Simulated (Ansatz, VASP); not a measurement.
BaTiO3: VASP beside Ansatz

```
Ba Ti O
1.0
     4.00142    0.00000    0.00000
     0.00000    4.00142    0.00000
     0.00000    0.00000    4.07044
Ba Ti O
1 1 3
Direct
  0.50000 0.50000 0.58073
  0.00000 0.00000 0.09391
  0.00000 0.50000 0.06568
  0.50000 0.00000 0.06568
  0.00000 0.00000 0.55400
```

Alike in both runs: functional r2SCAN; k mesh 6 × 6 × 6; occupations gaussian, width 0.02 eV; no spin polarisation; Hubbard terms Ti d U = 4.0 eV.

Ansatz relaxed the structure, and its values are those at the end. VASP's run is a single point on that final structure, the one shown.

|  | VASP | Ansatz |
| --- | --- | --- |
| version | VASP 6.6.1 | Ansatz 0.2.0 |
| potentials or method | VASP PAW PBE potentials, release 64 (Ba_sv, Ti_sv, O) | scalar-relativistic, plane waves, PAW |
| plane-wave cutoff (eV) | 520 | 500 |
| valence electrons in the cell | 40 | 40 |

Ansatz gave:

| Quantity | Value |
| --- | --- |
| gap on the k mesh at the Fermi level (eV) | 2.69 |
| least direct gap on the mesh (eV) | 3.05 |
| pressure (GPa) | -1.0 |
| rms of the force components (eV/Å) | 0.000 |

Q: Estimate VASP's values.

A: gap on the k mesh at the Fermi level (eV): 2.69; least direct gap on the mesh (eV): 3.09; pressure (GPa): 2.8; rms of the force components (eV/Å): 0.204.

The programs project onto different local orbitals, so the same U acts differently.

Caveats: the PAW data sets were made with another functional, which shifts forces and pressure a little (VASP); spin-orbit coupling is left out, which moves the levels of the heavy elements. A k mesh can miss the band edges.
